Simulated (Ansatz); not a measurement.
A 2-atom cell of BN started from a crystallographic database (r2SCAN geometry), in Ansatz:

```
B N
1.0
     0.00000    1.80482    1.80482
     1.80482    0.00000    1.80482
     1.80482    1.80482    0.00000
B N
1 1
Direct
  0.00000 0.00000 0.00000
  0.25000 0.25000 0.25000
```

G0W0@PBE with 64 empty bands, a screening cutoff of 180 eV and an 8×8×8 mesh (PAW, contour deformation) gives 6.079 eV over the mesh points, from a PBE gap of 4.476 eV; it sums over 68 bands with 59 plane waves in the screening and a wave cutoff of 420 eV. G0W0 here is at a finite number of bands, screening cutoff and k mesh, not at the basis limit. No spin polarisation and no zero-point or thermal motion.

(1) Estimate the gap with starting point PBE0.

(2) Estimate the gap with starting point HSE06.

Answers

(1) 6.728 eV (+0.649 eV), from a Kohn-Sham gap of 6.558 eV.

(2) 6.573 eV (+0.494 eV), from a Kohn-Sham gap of 5.794 eV.
